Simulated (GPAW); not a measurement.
**Quasiparticle gap of InP (F-43m) in GPAW**

How does a plane-wave GW calculation on InP (F-43m) run from the first input to the gap?

Main program and level: GPAW 26.7.0; PBE and many-body steps on it, plane waves.

The database entry behind the starting cell differs from later determinations by our own check (0.1 to 0.3 % short, probably kX units), so it need not match the best structure at ambient conditions.

## (1) The structure

It takes space group F-43m (No. 216, cubic). Conventional cell: a = 5.861 Å, b = 5.861 Å, c = 5.861 Å, α = 90.00°, β = 90.00°, γ = 90.00°. Nearest to In lie 4 P at 2.54 Å. Nearest to P lie 4 In at 2.54 Å. Farther neighbours are not listed.

The cell and positions come from the Crystallography Open Database and are kept as given unless a step says otherwise.

## (2) Ground state

This step: GPAW 26.7.0; DFT, PBE, plane waves, PAW.

The ground-state density comes first.

run.py reads:

```python
import json
import numpy as np
from gpaw.mpi import world
from ase import Atoms
from gpaw import GPAW, PW, FermiDirac

atoms = Atoms(['In', 'P'],
    cell=[[0.0000000000, 2.9305000000, 2.9305000000],
      [2.9305000000, 0.0000000000, 2.9305000000],
      [2.9305000000, 2.9305000000, 0.0000000000]],
    scaled_positions=[[0.0000000000, 0.0000000000, 0.0000000000],
      [0.2500000000, 0.2500000000, 0.2500000000]],
    pbc=(True, True, True))
calc = GPAW(mode=PW(450),
    xc='PBE',
    kpts={'size': (8, 8, 8), 'gamma': True},
    occupations=FermiDirac(0.001),
    nbands=-7,
    convergence={'density': 1e-6, 'bands': -3},
    maxiter=100,
    txt='gs.txt')
atoms.calc = calc
res = {'energy': atoms.get_potential_energy()}
kpts = calc.get_ibz_k_points()
res['kpts'] = kpts
res['eigenvalues'] = [calc.get_eigenvalues(kpt=k) for k in range(len(kpts))]
res['n_electrons'] = calc.get_number_of_electrons()
calc.write('gs.gpw')

if world.rank == 0:
    with open('result.json', 'w') as f:
        json.dump(res, f, default=lambda x: x.tolist())
```

Command:

```console
$ mpirun -n 12 gpaw python run.py
```

Numbers of over 12 decimals in the logs are rounded to 6 here.

The program printed:

```text
__  _  _
 | _ |_)|_||  |
 |__||  | ||/\| - 26.7.0

Input parameters:
  mode=PW(ecut=450.000000),
  convergence={'density': 1e-06, 'bands': -3},
  kpts=MonkhorstPack(size=(8, 8, 8), gamma=True),
  maxiter=100,
  nbands=-7,
  occupations=Occupations(name='fermi-dirac', width=0.001, fixmagmom=False),
  xc=XC(name='PBE')
  [... matrices ...]
Diagonalizing LCAO Hamiltonian
Converting LCAO to pw mode

           P

       In

Atoms  # Å, Bohr magnetons
|   | symbol |        x |        y |        z |    initial magnetic moments |
| 0 |     In | 0.000000 | 0.000000 | 0.000000 | ( 0.0000,  0.0000,  0.0000) |
| 1 |      P | 1.465250 | 1.465250 | 1.465250 | ( 0.0000,  0.0000,  0.0000) |

Unit cell  # Å
| periodic |        x |        y |        z |  lengths |    angles |
|      yes | 0.000000 | 2.930500 | 2.930500 | 4.144353 | 60.000000 |
|      yes | 2.930500 | 0.000000 | 2.930500 | 4.144353 | 60.000000 |
|      yes | 2.930500 | 2.930500 | 0.000000 | 4.144353 | 60.000000 |

Number of symmetries: 24
Symmetry operations  # r_c * U_cc + t_c -> r_c
|    | kind |            matrix            |
|  0 |  E   |  1, 0, 0,  0, 1, 0,  0, 0, 1 |
|  1 |  σ   |  1, 0, 0,  0, 0, 1,  0, 1, 0 |
|  2 |  σ   |  1, 0,-1,  0, 1,-1,  0, 0,-1 |
|  3 |  C3  |  1, 0,-1,  0, 0,-1,  0, 1,-1 |
|  4 |  C3  |  1,-1, 0,  0,-1, 1,  0,-1, 0 |
|  5 |  σ   |  1,-1, 0,  0,-1, 0,  0,-1, 1 |
|  6 |  σ   |  0, 1, 0,  1, 0, 0,  0, 0, 1 |
|  7 |  C3  |  0, 1, 0,  0, 0, 1,  1, 0, 0 |
|  8 |  C2  |  0, 1,-1,  1, 0,-1,  0, 0,-1 |
|  9 |  S4  |  0, 1,-1,  0, 0,-1,  1, 0,-1 |
| 10 |  C3  |  0, 0, 1,  1, 0, 0,  0, 1, 0 |
| 11 |  σ   |  0, 0, 1,  0, 1, 0,  1, 0, 0 |
| 12 |  S4  |  0, 0,-1,  1, 0,-1,  0, 1,-1 |
| 13 |  C3  |  0, 0,-1,  0, 1,-1,  1, 0,-1 |
| 14 |  S4  |  0,-1, 1,  1,-1, 0,  0,-1, 0 |
| 15 |  C2  |  0,-1, 1,  0,-1, 0,  1,-1, 0 |
| 16 |  C3  |  0,-1, 0,  1,-1, 0,  0,-1, 1 |
| 17 |  S4  |  0,-1, 0,  0,-1, 1,  1,-1, 0 |
| 18 |  S4  | -1, 1, 0, -1, 0, 1, -1, 0, 0 |
| 19 |  C3  | -1, 1, 0, -1, 0, 0, -1, 0, 1 |
| 20 |  C3  | -1, 0, 1, -1, 1, 0, -1, 0, 0 |
| 21 |  S4  | -1, 0, 1, -1, 0, 0, -1, 1, 0 |
| 22 |  σ   | -1, 0, 0, -1, 1, 0, -1, 0, 1 |
| 23 |  C2  | -1, 0, 0, -1, 0, 1, -1, 1, 0 |

BZ-sampling:
  Number of BZ points: 512
  Number of IBZ points: 29

  Monkhorst-Pack size: [8, 8, 8]
  Monkhorst-Pack shift: [0.0625, 0.0625, 0.0625]

K-points  # in reciprocal-cell coordinates
|     |                                coordinates |     weight |
|   0 | (  0.00000000,   0.00000000,   0.00000000) | 0.00195312 |
|   1 | (  0.12500000,   0.12500000,   0.00000000) | 0.01171875 |
|   2 | (  0.12500000,   0.12500000,   0.12500000) | 0.01562500 |
|   3 | (  0.25000000,   0.12500000,   0.12500000) | 0.02343750 |
|   4 | (  0.25000000,   0.25000000,   0.00000000) | 0.01171875 |
|   5 | (  0.25000000,   0.25000000,   0.12500000) | 0.04687500 |
|   6 | (  0.25000000,   0.25000000,   0.25000000) | 0.01562500 |
|   7 | (  0.37500000,   0.25000000,  -0.37500000) | 0.04687500 |
|   8 | (  0.37500000,   0.25000000,   0.12500000) | 0.04687500 |
|   9 | (  0.37500000,   0.25000000,   0.25000000) | 0.04687500 |
| ... |                                            |            |
|  28 | (  0.50000000,   0.50000000,   0.50000000) | 0.00781250 |

Plane wave coefficients: 1106
Cutoff: 450.000000 eV

Spin-components: 1 (collinear spins)
Bands:           16
Projectors:      11
Spin-degeneracy: 2
Datatype:        complex128

  Storage: CPU
  Wave functions: 7_921_408 bytes (660_117 per core)
  Projectors: 10_891_936 bytes (907_661 per core)
  [... matrices ...]
Parallelization:
  kpt:    6
  domain: 2
  band:   1

Density:
  Valence electrons: 18.0
  Components: 1
  Grid points: [21 21 21]
  Charge: 0.0  # |e|

Potential:
  Grid points: [21 21 21]

species:
  In:
    name:    Indium
    Z:       49.0
    valence: 13
    core:    36
    charge:  0.0  # [|e|]
    compensation charges:
      type: gauss
      rc: 0.36  # [Å]
      lmax: 2
    cutoffs:
      filter: 2.09  # [Å]
      core: 2.48  # [Å]
    projectors
    | kind |    occ | energy [eV] | rcut [Å] |
    |   5s |  2.000 |      -8.203 |    1.185 |
    |   5p |  1.000 |      -2.521 |    1.244 |
    |   4d | 10.000 |     -18.629 |    1.148 |
    |    s |        |      19.008 |    1.185 |
    |    p |        |      24.691 |    1.244 |
    |    d |        |       8.583 |    1.148 |

    Using partial waves for In as LCAO basis

  P:
    name:    Phosphorus
    Z:       15.0
    valence: 5
    core:    10
    charge:  0.0  # [|e|]
    compensation charges:
      type: gauss
      rc: 0.30  # [Å]
      lmax: 2
    cutoffs:
      filter: 1.69  # [Å]
      core: 1.81  # [Å]
    projectors
    | kind |    occ | energy [eV] | rcut [Å] |
    |   3s |  2.000 |     -13.968 |    0.953 |
    |   3p |  3.000 |      -5.506 |    0.953 |
    |    s |        |      13.244 |    0.953 |
    |    p |        |      21.705 |    0.953 |
    |    d |        |       0.000 |    0.953 |

    Using partial waves for P as LCAO basis

Reference energy: -169278.333319  # eV

eigensolver:
  PPCG
  Converge bands: -3
  niter=2

density mixing:
  MSR1-Mixer
  Pratt-step length: 0.05
  Maximum mixing coefficient: 0.75
  Old densities: 10
  SVD Regularization: 0.005
  Good broyden scale: 1.0
  Trust region scale: 1.0
  Backstep threshold: 4.0
  History deletion threshold: 6.0
  Fourier metric: weight=20.0, sigma=0.015

occupation numbers:
  Fermi-Dirac:
    width: 0.0010  # eV

poisson solver:
  ecut: 3600.000000  # eV

xc functional:
  name: PBE with 2 nearest neighbor stencil

Initialization done in: 2.382 s

convergence criteria:
- Maximum integral of absolute [dens]ity change: 1e-06 electrons / valence electron
- Maximum [total energy] change in last 3 cyles: 0.0005 eV / valence electron
- Maximum integral of absolute [eigenst]ate change: 4e-08 eV^2 / valence electron
maximum number of iterations: 100

SCF iterations
|iter     |     time |      energy | eigst |  dens |
|iter:   1|  |   -8.916556 | +1.08 |       |
|iter:   2|  |   -8.840170 | -0.69 | -1.11 |
|iter:   3|  |   -8.558375 | -1.30 | -1.16 |
|iter:   4|  |   -8.557647 | -3.05 | -1.74 |
|iter:   5|  |   -8.557680c| -3.72 | -2.25 |
|iter:   6|  |   -8.557728c| -5.01 | -3.01 |
|iter:   7|  |   -8.557733c| -6.08 | -3.55 |
|iter:   8|  |   -8.557733c| -7.40c| -4.48 |
|iter:   9|  |   -8.557733c| -7.82c| -5.32 |
|iter:  10|  |   -8.557733c| -8.41c| -5.75 |
|iter:  11|  |   -8.557733c| -8.90c| -6.54c|

Converged in 11 steps
SCF loop duration: 3.363 s (0.306 s/step)
Energy contributions relative to reference atoms: (reference = -169278.333319)
  [... matrices ...]
Energy contributions:
  Kinetic:          22.919872
  Coulomb:         -21.020371
  Zero:              0.200761
  External:          0.000000
  Xc:              -10.657994
  Entropy:          -0.000000
  Spinorbit:         0.000000
  ----------------------------
  Free energy:      -8.557733
  Extrapolated:     -8.557733

dipole moment: (-22.460587, -22.460587, -22.460587)  # |e|*Ang

Fermi level: 4.949
Eigenvalues  # (at kpt = [0.000, 0.000, 0.000])
| band index |      eig [eV] | occ [0-2] |
|          0 |        -9.176 |     2.000 |
|          1 |        -9.176 |     2.000 |
|          2 |        -9.176 |     2.000 |
|          3 |        -9.021 |     2.000 |
|          4 |        -9.021 |     2.000 |
|          5 |        -6.605 |     2.000 |
|          6 |         4.919 |     2.000 |
|          7 |         4.919 |     2.000 |
|          8 |         4.919 |     2.000 |
|          9 |         5.627 |     0.000 |
|         10 |         8.984 |     0.000 |
|         11 |         8.984 |     0.000 |
|         12 |         8.984 |     0.000 |
|         13 |        13.523 |     0.000 |
|         14 |        14.335 |     0.000 |
|         15 |        14.335 |     0.000 |

Gap: 0.708 eV
Transition (v -> c):
  (s=0, k=0, n=8, [0.00, 0.00, 0.00]) -> (s=0, k=0, n=9, [0.00, 0.00, 0.00])
No difference between direct/indirect transitions
# Writing to gs.gpw (mode='')
  [... matrices ...]
```

Run time: 9.8 s. Hardware: 12 MPI ranks of AMD EPYC 7R43, shared host; peak memory 1.8 GiB.

This step gave:

```
total energy               : -8.558 eV
gap                        : 0.7081 eV
k of the valence top       : 0, 0, 0
k of the conduction bottom : 0, 0, 0
least direct gap           : 0.7081 eV
```

The gap is direct, at Γ.

## (3) Empty states on the mesh, 6×6×6 mesh, 219 bands

The sums over transitions need many empty states on a uniform mesh; this step solves for them.

run.py reads:

```python
import json
import numpy as np
from gpaw.mpi import world
from gpaw import GPAW

calc = GPAW('gs.gpw').fixed_density(kpts={'size': (6, 6, 6), 'gamma': True},
    parallel={'domain': 1, 'band': 1},
    txt='nscf.txt')
calc.diagonalize_full_hamiltonian(nbands=219)
calc.write('full.gpw', mode='all')
res = {}
kpts = calc.get_ibz_k_points()
res['kpts'] = kpts
res['eigenvalues'] = [calc.get_eigenvalues(kpt=k) for k in range(len(kpts))]
res['n_electrons'] = calc.get_number_of_electrons()

if world.rank == 0:
    with open('result.json', 'w') as f:
        json.dump(res, f, default=lambda x: x.tolist())
```

Command:

```console
$ mpirun -n 12 gpaw python run.py
```

The program printed:

```text
Diagonalizing LCAO Hamiltonian
Converting LCAO to pw mode
convergence criteria:
- Maximum integral of absolute [eigenst]ate change: 4e-08 eV^2 / valence electron
maximum number of iterations: 100

SCF iterations
|iter     |     time |      energy | eigst |  dens |
|iter:   1|  |             | +1.01 |       |
|iter:   2|  |             | -0.58 |       |
|iter:   3|  |             | -1.81 |       |
[...]
|iter:   7|  |             | -5.84 |       |
|iter:   8|  |             | -6.90 |       |
|iter:   9|  |             | -7.67c|       |
SCF steps: 9
  __  _  _
 | _ |_)|_||  |
 |__||  | ||/\| - 26.7.0

Input parameters:
  mode=PW(ecut=450.000000),
  convergence={'density': 1e-06, 'bands': -3},
  gpts=array([21, 21, 21]),
  kpts=MonkhorstPack(size=(6, 6, 6), gamma=True),
  maxiter=100,
  nbands=16,
  occupations=Occupations(name='fermi-dirac', width=0.001, fixmagmom=False),
  parallel={'domain': 1, 'band': 1},
  xc=XC(name='PBE')
Matrix size: 1067x1067
# Writing to full.gpw (mode='all')
  [... matrices ...]

timing:  # [seconds]
  Total: 3.883  # ━━━━━━━━━━━━━━━━━━━━━━━━━━━━━━━━━━━━━━━━━━━━━━━━━━━━━━━━━━━
```

Run time: 11 s. Hardware: 12 MPI ranks; peak memory 2.8 GiB; 2.2 min of CPU time.

This step gave:

| Item | Value |
| --- | --- |
| gap | 0.7081 eV |
| k of the valence top | 0, 0, 0 |
| k of the conduction bottom | 0, 0, 0 |
| least direct gap | 0.7081 eV |
| k points computed | 16 |
| lowest point of the top converged band, above the valence top | 139.6130 eV |

On this mesh the gap is 0.708 eV.

## (4) Screening and self-energy, 6×6×6 mesh, 209 bands, screening to 150 eV

G0W0 replaces the xc potential by the self-energy, built once from these orbitals. Only a window of levels is corrected, while the sums run over the empty bands that the input names.

This step: G0W0 on PBE, plane waves, PAW.

run.py reads:

```python
import json
import numpy as np
from gpaw.mpi import world
from gpaw.response.g0w0 import G0W0

gw = G0W0('full.gpw',
    filename='gw',
    kpts=[0],
    bands=(7, 11),
    ecut=150,
    nbands=209,
    integrate_gamma='WS',
    ppa=True)
gw.calculate()
res = {mode: {k: v for k, v in r.items() if k != 'sigma_eskwn'}
       for mode, r in gw.all_results.items()}

if world.rank == 0:
    with open('result.json', 'w') as f:
        json.dump(res, f, default=lambda x: x.tolist())
```

Command:

```console
$ mpirun -n 12 gpaw python run.py
```

The program printed:

```text
Using integrator: PointIntegrator
FrequencyGridDescriptor(from 0.000+0.000j to 0.000+27.211j eV, 2 points)
Nonperiodic BCs:  [False False False]
Using integrator: PointIntegrator
FrequencyGridDescriptor(from 0.000+0.000j to 0.000+27.211j eV, 2 points)
Nonperiodic BCs:  [False False False]
  ___  _ _ _
 |   || | | |
 | | || | | |
 |__ ||_____|
 |___|

BZ k-points: Symmetries present (total): 24

  [... matrices ...]
216 k-points: 6 x 6 x 6 Monkhorst-Pack grid + [1/12,1/12,1/12]
16 k-points in the irreducible part of the Brillouin zone
       k-points in crystal coordinates                weights
   0:     0.00000000    0.00000000    0.00000000          1/216
   1:     0.16666667    0.16666667    0.00000000          6/216
   2:     0.16666667    0.16666667    0.16666667          8/216
   3:     0.33333333    0.16666667    0.16666667         12/216
   4:     0.33333333    0.33333333   -0.33333333         12/216
   5:     0.33333333    0.33333333    0.00000000          6/216
   6:     0.33333333    0.33333333    0.16666667         24/216
   7:     0.33333333    0.33333333    0.33333333          8/216
   8:     0.50000000    0.33333333   -0.33333333         24/216
   9:     0.50000000    0.33333333   -0.16666667         12/216
          ...
  15:     0.50000000    0.50000000    0.50000000          4/216

Distributing spins, k-points and bands (1 x 1 x 4) over 12 processes
Number of blocks: 1

Quasi particle states:
k-points (IBZ indices): [0]
Band range: (7, 11)
  [... matrices ...]
Computational parameters:
Plane wave cut-off: 150 eV
Number of bands: 209
Coulomb cutoff: None
Broadening: 0.1 eV

fxc modes: GW
Kernel: RPA
Using Godby-Needs plasmon-pole approximation:
  Fitting energy: i*E0, E0 = 1.000 Hartree
Summing all q:

Calculating screened Coulomb potential
No Coulomb truncation
FrequencyGridDescriptor(from 0.000+0.000j to 0.000+27.211j eV, 2 points)
Removing empty qpoint cache files...

Calculating chi0 body with:
    Ground state adapter containing:
    Number of spins: 1
    Number of kpoints: 216
    Number of irreducible kpoints: 16
    Number of completely occupied states: 9
    Number of partially occupied states: 9
    Occupied states memory: 1.271805 M / cpu

    Linear response parametrization:
    q_c: [1.3877787807814457e-17, 1.3877787807814457e-17, 1.3877787807814457e-17]
    Number of frequency points: 2
    Planewave cutoff: 150.0
    Number of bands: 209
    Number of planewaves: 181
    Broadening (eta): 1e-06
    comm.size: 12
    kncomm.size: 12
    blockcomm.size: 1

    Memory estimate of potentially large arrays:
        chi0_wGG: 0.999786 M / cpu
Integrating chi0 body.

Symmetries of q_c:
    Direct symmetries (Uq -> q): 24
    Indirect symmetries (TUq -> q): 24
In total 48 allowed symmetries.

  [... matrices ...]
16 groups of equivalent kpoints. 92.592593% reduction.

Integral kind: response function
Integrating chi0 head and wings.

Symmetries of q_c:
    Direct symmetries (Uq -> q): 24
    Indirect symmetries (TUq -> q): 24
In total 48 allowed symmetries.

  [... matrices ...]
16 groups of equivalent kpoints. 92.592593% reduction.

Integral kind: response function wings

Calculating chi0 body with:
    Ground state adapter containing:
    Number of spins: 1
    Number of kpoints: 216
    Number of irreducible kpoints: 16
    Number of completely occupied states: 9
    Number of partially occupied states: 9
[... the further q-points ...]

Results:
f:      Occupation numbers
eps:     KS-eigenvalues [eV]
vxc:     KS vxc [eV]
exx:     Exact exchange [eV]
sigma:   Self-energies [eV]
dsigma:  Self-energy derivatives
Z:       Renormalization factors
qp:      QP-energies [eV]

k-point 0 (0): (0.000, 0.000, 0.000)                GW
band       f     eps     vxc     exx   sigma  dsigma       Z      qp
                                                                   GW
   7   1.000   4.919 -15.136 -16.678   0.872  -0.285   0.778   4.398
   8   1.000   4.919 -15.136 -16.678   0.872  -0.285   0.778   4.398
   9   0.000   5.627 -14.063 -10.390  -3.519  -0.261   0.793   5.748
  10   0.000   8.984 -11.569  -7.135  -4.228  -0.259   0.794   9.147
```

Run time: 3.2 min. Hardware: 12 MPI ranks; peak memory 3.5 GiB; 37 min of CPU time.

Numbers from this step:

```yaml
g0w0_gap_on_the_points_computed: 1.351 eV
least_direct_g0w0_gap_on_the_computed_points: 1.351 eV
z_at_the_valence_top: 0.7780
z_at_the_conduction_bottom: 0.7933
starting_gap_on_the_mesh: 0.7081 eV
k_of_the_valence_top: 0, 0, 0
k_of_the_conduction_bottom: 0, 0, 0
```

The gap on the mesh goes from 0.71 eV to 1.35 eV, a correction of +0.64 eV.

Limits: finite bands, cutoff and mesh; no spin-orbit coupling. v1 is the top filled band, c1 the lowest empty one. Levels before and after the correction, in eV, zero at the valence-band top of each column:

|  | conduction bottom | valence top |
| --- | --- | --- |
| Kohn-Sham | 0.71 | 0.00 |
| G0W0 | 1.35 | 0.00 |

|  | level | energy (eV) |
| --- | --- | --- |
| Kohn-Sham | Γ v2-v1 | 0.000 |
| Kohn-Sham | Γ c1 | 0.708 |
| Kohn-Sham | Γ c2 | 4.065 |
| G0W0 | Γ v2-v1 | 0.000 |
| G0W0 | Γ c1 | 1.351 |
| G0W0 | Γ c2 | 4.749 |

## (5) Where the time went

Times are wall times on 12 MPI ranks of AMD EPYC 7R43, shared host, good to a factor of about two.

| step | time | share | memory (GiB) |
| --- | --- | --- | --- |
| ground state | 9.8 s | 5 % | 1.8 |
| empty states on the mesh | 11 s | 5 % | 2.8 |
| screening and self-energy | 3.2 min | 90 % | 3.5 |

## (6) What came out

```
PBE gap              : 0.71 eV, direct
G0W0 gap on the mesh : 1.35 eV
GW settings          : 6×6×6 mesh, 209 bands, screening to 150 eV, Godby-Needs plasmon pole
known limits         : not at the basis limit; no spin-orbit coupling
```

**Reading.** G0W0 moves the gap on the mesh from 0.71 eV to 1.35 eV (+0.64 eV), with Z of 0.78 and 0.79 at the edges. Only 1 of the mesh's irreducible points was corrected, so a valley elsewhere could overtake. The dearest step here is «screening and self-energy». Bands and cutoff are finite, so the gap is not at the basis limit. The miss can reach some tenths of an eV and take either sign; the mesh is an error of its own. These stock PAW sets were not made for GW. In the G0W0 run levels were corrected at 1 k point alone, so a gap called «on the mesh» is the least over those, and an edge elsewhere would be missed. The many-body steps are scalar-relativistic: spin-orbit coupling is not in them.

[Paths, hosts, dates, memory and timing lines, banners, echoed tables and standing remarks are left out of the program output.]

[Logs are printed without paths, hosts, clocks, repeated set-up lines and the standing remarks that a program may print on its own settings, such as how far it seeks lower states.]

[Runs of the session that timed out or met a known fault of the program may be left out.]

[Hosts, paths, dates, database ids (printed as entryN), source tags and the programs' standing remarks are cut or masked in the printed files.]
